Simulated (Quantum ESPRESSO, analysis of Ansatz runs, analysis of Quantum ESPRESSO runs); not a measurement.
## Substitutional P in diamond: charge-transition level, PBE (Quantum ESPRESSO)

How near does this set-up come to the measured charge-transition level? Subject: substitutional P in diamond. Set-up: PBE, GBRV 1.5 PBE, cutoffs x 0.85, 64-site cell, PBE lattice, k: the zone centre alone then 2x2x2 shifted, dielectric constants 5.7 and 5.7 (handbook). The model is a cell of 64 host atoms with 1 C taken out and 1 P put in. The level is the Fermi energy at which two charge states have equal formation energy, after a correction for the images of the charge. This set-up takes another basis size than the usual one.

**The experiment.** (+1/0) level below the conduction-band bottom: 0.6 eV, by known donor activation energy used as empirical marker; method not stated in the paper (quoted in “Hunting the elusive shallow n-type donor – An ab initio study of Li and N co-doped diamond”, 2021, S. Conejeros et al., quoting earlier work (2000)). (+1/0) level below the conduction-band bottom: 0.62 eV, by donor ionization energy (cited; method not stated) (quoted in “Phosphorescence and donor-acceptor pair recombination in laboratory-grown diamonds”, 2023, Jiahui Zhao et al., quoting earlier work (2013)). The calculation is set beside it at the end.

Program: Quantum ESPRESSO 7.5. Level of theory: Quantum ESPRESSO plane-wave DFT, PBE, GBRV 1.5 PBE potentials; relaxation of all atoms of a defect supercell. Results are calculated unless marked as measured.

Most raw output is cut from this account.

### Step 1. The starting structure

The cell holds 64 atoms: 63 C and 1 P. Cell: a = 7.141 Å, b = 7.141 Å, c = 7.141 Å, α = 90.0°, β = 90.0°, γ = 90.0°. It derives from C (space group Fd-3m). Nearest the centre at fractional (0.375, 0.375, 0.375): P8 at 0.05 Å, C42 at 1.52 Å, C49 at 1.52 Å, C4 at 1.56 Å, C27 at 1.59 Å, C14 at 2.48 Å, C38 at 2.49 Å, C53 at 2.49 Å. The cell carries charge +1.

The host's primitive cell comes from a first run (Quantum ESPRESSO plane-wave DFT, PBE, GBRV 1.5 PBE potentials; relaxation of cell and atoms of a defect-free cell): vectors of 2.525, 2.525 and 2.525 Å. That is 5.69 Å³ an atom, 0.3 % over the diffraction cell's volume. The supercell is built on it.

### Step 2. Relaxation, charge +1

Every later number rests on the structure around the defect, so the atoms are relaxed at the host's lattice first.

Contents of pw.in:

```
&CONTROL
  calculation = 'relax'
  prefix = 'pwscf'
  outdir = './tmp'
  pseudo_dir = './pseudo'
  tprnfor = .true.
  disk_io = 'low'
  nstep = 70
  forc_conv_thr = 0.00078
  etot_conv_thr = 0.0001
/
&SYSTEM
  ibrav = 0
  nat = 64
  ntyp = 2
  ecutwfc = 38
  ecutrho = 306
  nbnd = 132
  occupations = 'smearing'
  smearing = 'fd'
  degauss = 0.00073499
  tot_charge = 1
  nosym = .true.
/
&ELECTRONS
  conv_thr = 6d-08
  electron_maxstep = 100
  mixing_beta = 0.5
/
&IONS
  ion_dynamics = 'bfgs'
/
ATOMIC_SPECIES
C     12.0110 c_pbe_v1.2.uspp.F.UPF
P     30.9738 p_pbe_v1.5.uspp.F.UPF
CELL_PARAMETERS angstrom
   7.1413542048    0.0000000000    0.0000000000
   0.0000000000    7.1413542048    0.0000000000
   0.0000000000    0.0000000000    7.1413542048
ATOMIC_POSITIONS crystal
C      0.0044652213    0.0048371578    0.2523841832
C     -0.0038865473    0.2521050617   -0.0054299256
C      0.2560638610    0.0029595949    0.0018684257
C      0.2432238634    0.2511043321    0.2513729712
C      0.1298886615    0.1232023970    0.3703212994
C      0.1297751082    0.3768661517    0.1202317250
C      0.3697123630    0.1280661056    0.1215852500
P      0.3754387746    0.3816365000    0.3728125423
[... 52 atom lines left out ...]
C      0.6212194408    0.6235625679    0.8692849507
C      0.6216633046    0.8688654780    0.6244952917
C      0.8741096170    0.6241099212    0.6318873511
C      0.8701849222    0.8721462567    0.8707938377
K_POINTS gamma
```

Run with:

```sh
OMP_NUM_THREADS=1 mpirun -n 4 pw.x -in pw.in > pw.out
```

The job ended after 100 s (4 MPI ranks of Arm Neoverse N1, shared host; peak memory 0.75 GiB; 6.6 min of CPU time).

Relaxation path:

```csv
step,energy less that of the first step (eV)
0,0.0000
1,-5.6539
2,-6.8680
3,-6.9862
4,-7.0096
5,-7.0167
6,-7.0190
7,-7.0197
8,-7.0199
```

The atoms that moved most (Å):

```csv
atom,dx,dy,dz,length
C49,0.119,0.066,-0.125,0.185
C42,0.108,-0.132,0.069,0.184
C4,-0.038,-0.095,-0.102,0.144
C27,-0.079,0.042,0.061,0.108
C38,0.056,0.034,-0.062,0.090
C14,-0.070,-0.001,0.049,0.086
C53,0.040,0.072,0.013,0.083
C21,-0.073,0.010,-0.009,0.075
```

Neighbours of P8 at the end:

```csv
atom,distance (Å)
C27,1.697
C4,1.697
C42,1.697
C49,1.697
C15,2.565
C7,2.565
C38,2.565
C46,2.565
C21,2.565
C14,2.565
C53,2.565
C5,2.565
C6,2.565
C31,2.565
C23,2.565
C37,2.565
```

First to last step the energy falls by 7.020 eV; the largest move, 0.19 Å, is that of C49 and 1 other atom alike. Judged within 0.08 Å, the space group went from P1 to P-43m.

### Step 3. Single point, charge +1

The relaxed structure is kept, and the final numbers are taken at the final level and k-points.

This step: Quantum ESPRESSO plane-wave DFT, PBE, GBRV 1.5 PBE potentials; single point of a defect supercell.

Contents of pw.in:

```
&CONTROL
  calculation = 'scf'
  prefix = 'pwscf'
  outdir = './tmp'
  pseudo_dir = './pseudo'
  tprnfor = .true.
  disk_io = 'low'
/
&SYSTEM
  ibrav = 0
  nat = 64
  ntyp = 2
  ecutwfc = 38
  ecutrho = 306
  nbnd = 132
  occupations = 'smearing'
  smearing = 'fd'
  degauss = 0.00073499
  tot_charge = 1
  nosym = .true.
/
&ELECTRONS
  conv_thr = 6d-08
  electron_maxstep = 100
  mixing_beta = 0.5
/
ATOMIC_SPECIES
C     12.0110 c_pbe_v1.2.uspp.F.UPF
P     30.9738 p_pbe_v1.5.uspp.F.UPF
CELL_PARAMETERS angstrom
   7.1413542048    0.0000000000    0.0000000000
   0.0000000000    7.1413542048    0.0000000000
   0.0000000000    0.0000000000    7.1413542048
ATOMIC_POSITIONS crystal
C     -0.0017629544   -0.0019245504    0.2492972219
C     -0.0017651592    0.2499685600   -0.0025510844
[... 1 atom line left out ...]
C      0.2379075811    0.2377768698    0.2371174248
C      0.1211243193    0.1209996724    0.3738489037
[... 2 atom lines left out ...]
P      0.3751282458    0.3749392836    0.3743028941
[... 5 atom lines left out ...]
C      0.1211485452    0.3753821551    0.6282570902
C      0.3755335660    0.1210004369    0.6282338982
[... 5 atom lines left out ...]
C      0.1211649321    0.6289048436    0.3747241704
[... 5 atom lines left out ...]
C      0.2379400268    0.5121307929    0.5114890973
[... 3 atom lines left out ...]
C      0.3746760441    0.6289248621    0.6282705568
[... 10 atom lines left out ...]
C      0.5123559135    0.2377361207    0.5114680938
[... 3 atom lines left out ...]
C      0.6290767067    0.3745153750    0.6282624794
[... 2 atom lines left out ...]
C      0.5123226191    0.5121845768    0.2370995532
[... 3 atom lines left out ...]
C      0.6290741100    0.6289367888    0.3738796690
[... 10 atom lines left out ...]
C      0.8751544248    0.8749410152    0.8742773810
K_POINTS automatic
2 2 2 1 1 1
```

Contents of pp_potential.in:

```
&INPUTPP
  prefix = 'pwscf'
  outdir = './tmp'
  filplot = 'potential.dat'
  plot_num = 11
/
&PLOT
  nfile = 1
  filepp(1) = 'potential.dat'
  iflag = 3
  output_format = 6
  fileout = 'potential.cube'
/
```

Run with:

```sh
OMP_NUM_THREADS=1 mpirun -n 4 pw.x -nk 2 -in pw.in > pw.out
OMP_NUM_THREADS=1 mpirun -n 4 pp.x -in pp_potential.in > pp_potential.out
```

The job ended after 2 min (4 MPI ranks; peak memory 1.3 GiB).

### Step 4. Relaxation, charge 0

Contents of pw.in:

```
&CONTROL
  calculation = 'relax'
  prefix = 'pwscf'
  outdir = './tmp'
  pseudo_dir = './pseudo'
  tprnfor = .true.
  disk_io = 'low'
  nstep = 70
  forc_conv_thr = 0.00078
  etot_conv_thr = 0.0001
/
&SYSTEM
  ibrav = 0
  nat = 64
  ntyp = 2
  ecutwfc = 38
  ecutrho = 306
  nbnd = 133
  occupations = 'smearing'
  smearing = 'fd'
  degauss = 0.00073499
  nspin = 2
  starting_magnetization(1) = 0.125
  starting_magnetization(2) = 0.1
  tot_magnetization = 1
  nosym = .true.
/
&ELECTRONS
  conv_thr = 6d-08
  electron_maxstep = 100
  mixing_beta = 0.3
/
&IONS
  ion_dynamics = 'bfgs'
/
ATOMIC_SPECIES
C     12.0110 c_pbe_v1.2.uspp.F.UPF
P     30.9738 p_pbe_v1.5.uspp.F.UPF
CELL_PARAMETERS angstrom
   7.1413542048    0.0000000000    0.0000000000
   0.0000000000    7.1413542048    0.0000000000
   0.0000000000    0.0000000000    7.1413542048
ATOMIC_POSITIONS crystal
C      0.0044652213    0.0048371578    0.2523841832
C     -0.0038865473    0.2521050617   -0.0054299256
[... 1 atom line left out ...]
C      0.2432238634    0.2511043321    0.2513729712
C      0.1298886615    0.1232023970    0.3703212994
[... 2 atom lines left out ...]
P      0.3754387746    0.3816365000    0.3728125423
[... 5 atom lines left out ...]
C      0.1309648201    0.3754610116    0.6213628285
C      0.3772723090    0.1307862393    0.6282212844
[... 5 atom lines left out ...]
C      0.1314399637    0.6275400060    0.3760468350
[... 5 atom lines left out ...]
C      0.2490089521    0.5062971749    0.5028955205
[... 10 atom lines left out ...]
C      0.6212794136    0.3706207387    0.1289999918
[... 3 atom lines left out ...]
C      0.4972998595    0.2562085523    0.5017843056
[... 3 atom lines left out ...]
C      0.6196853016    0.3731222399    0.6291531464
[... 2 atom lines left out ...]
C      0.4956111469    0.5028791361    0.2546334836
[... 3 atom lines left out ...]
C      0.6235212152    0.6188243242    0.3720512968
[... 10 atom lines left out ...]
C      0.8701849222    0.8721462567    0.8707938377
K_POINTS gamma
```

Run with:

```sh
OMP_NUM_THREADS=1 mpirun -n 4 pw.x -in pw.in > pw.out
```

Run time: 4.9 min. Hardware: 4 MPI ranks; peak memory 0.82 GiB.

Step by step:

```csv
step,energy less that of the first step (eV)
0,0.0000
1,-5.6452
2,-6.6273
3,-6.7294
4,-6.7488
5,-6.7566
6,-6.7588
7,-6.7596
8,-6.7598
```

The atoms that moved most (Å):

```csv
atom,dx,dy,dz,length
C42,0.123,-0.132,0.070,0.193
C49,0.113,0.059,-0.119,0.174
C4,-0.038,-0.096,-0.117,0.156
C27,-0.079,0.057,0.062,0.115
P8,-0.038,-0.084,0.047,0.103
C38,0.051,0.038,-0.057,0.086
C1,-0.050,-0.054,-0.023,0.078
C46,0.076,0.006,-0.010,0.077
```

Neighbours of P8 at the end:

```csv
atom,distance (Å)
C42,1.687
C4,1.687
C27,1.687
C49,1.748
C15,2.503
C5,2.503
C14,2.503
C7,2.569
C46,2.569
C37,2.569
C6,2.569
C31,2.569
C21,2.569
C38,2.609
C53,2.609
C23,2.609
```

Read from the output:

```
total moment                          : 1.0000 μB
integral of the absolute spin density : 1.100 μB
```

First to last step the energy falls by 6.760 eV; the largest move, 0.19 Å, is that of C42. Judged within 0.08 Å, the space group went from P1 to R3m.

### Step 5. Single point, charge 0

This step: Quantum ESPRESSO plane-wave DFT, PBE, GBRV 1.5 PBE potentials; single point of a defect supercell.

Contents of pw.in:

```
&CONTROL
  calculation = 'scf'
  prefix = 'pwscf'
  outdir = './tmp'
  pseudo_dir = './pseudo'
  tprnfor = .true.
  disk_io = 'low'
/
&SYSTEM
  ibrav = 0
  nat = 64
  ntyp = 2
  ecutwfc = 38
  ecutrho = 306
  nbnd = 133
  occupations = 'smearing'
  smearing = 'fd'
  degauss = 0.00073499
  nspin = 2
  starting_magnetization(1) = 0.125
  starting_magnetization(2) = 0.1
  tot_magnetization = 1
  nosym = .true.
/
&ELECTRONS
  conv_thr = 6d-08
  electron_maxstep = 100
  mixing_beta = 0.3
/
ATOMIC_SPECIES
C     12.0110 c_pbe_v1.2.uspp.F.UPF
P     30.9738 p_pbe_v1.5.uspp.F.UPF
CELL_PARAMETERS angstrom
   7.1413542048    0.0000000000    0.0000000000
   0.0000000000    7.1413542048    0.0000000000
   0.0000000000    0.0000000000    7.1413542048
ATOMIC_POSITIONS crystal
C     -0.0025888685   -0.0027513689    0.2491083939
C     -0.0016088155    0.2503462509   -0.0027619973
[... 1 atom line left out ...]
C      0.2378734639    0.2377192634    0.2349744185
C      0.1222620131    0.1221469538    0.3731990605
[... 2 atom lines left out ...]
P      0.3701183209    0.3698612764    0.3793315093
[... 5 atom lines left out ...]
C      0.1222851401    0.3760303008    0.6271026394
C      0.3761603655    0.1221362882    0.6271206938
[... 7 atom lines left out ...]
C      0.3761599078    0.6282188241    0.1210335504
[... 3 atom lines left out ...]
C      0.2379109050    0.5142278565    0.5115189341
[... 3 atom lines left out ...]
C      0.3741916585    0.6301404040    0.6276958304
[... 6 atom lines left out ...]
C      0.6284133523    0.3759755837    0.1210037172
[... 3 atom lines left out ...]
C      0.5144577868    0.2376963082    0.5115440297
[... 6 atom lines left out ...]
C      0.5113914793    0.5111866318    0.2380341003
[... 3 atom lines left out ...]
C      0.6283875936    0.6282388306    0.3732462454
[... 10 atom lines left out ...]
C      0.8752687195    0.8750969797    0.8741509973
K_POINTS automatic
2 2 2 1 1 1
```

pp_potential.in is that of step 3.

Run with:

```sh
OMP_NUM_THREADS=1 mpirun -n 4 pw.x -nk 2 -in pw.in > pw.out
OMP_NUM_THREADS=1 mpirun -n 4 pp.x -in pp_potential.in > pp_potential.out
```

Wall time 4.9 min (4 MPI ranks); peak memory 1.5 GiB.

Numbers from this step:

```yaml
total_moment: 1.000 μB
integral_of_the_absolute_spin_density: 1.035 μB
```

### Step 6. Charge-transition levels

Analysis of the runs above: levels from Quantum ESPRESSO plane-wave DFT, PBE, GBRV 1.5 PBE potentials energies with an image-charge correction aligned at atomic sites (own code after Kumagai and Oba).

It gives:

| Property | Result |
| --- | --- |
| gap | 4.142 eV |

### Step 7. Results

- static dielectric constant used: 5.7
- band gap of the host: 4.14 eV
- (plus 1/0) level below the conduction-band bottom: 0.08 eV

In words: (+1/0) level below the conduction-band bottom: computed 0.08 eV, measured 0.6 eV and 0.62 eV; 0.52 eV shallower than the nearest measurement. The level is counted in a gap of 4.14 eV, and the correction is screened by a dielectric constant of 5.7 from a handbook. The bound state has a long tail, so in cells of 64 to 216 sites the impurity band still disperses by tenths of an eV and the level moves with cell and k-points. Levels hang on the band edges, which semilocal functionals place too close together. Limits: the periodic copies of the defect are only 7.1 Å apart.

[Logs are printed without paths, hosts, clocks, repeated set-up lines and the standing remarks that a program may print on its own settings, such as how far it seeks lower states.]

[Hosts, paths, dates, database ids (printed as entryN), source tags and the programs' standing remarks are cut or masked in the printed files.]

[For some hosts the program warned that the k-mesh of the response run may be too coarse for force constants and the static dielectric constant; such warnings are not shown here.]
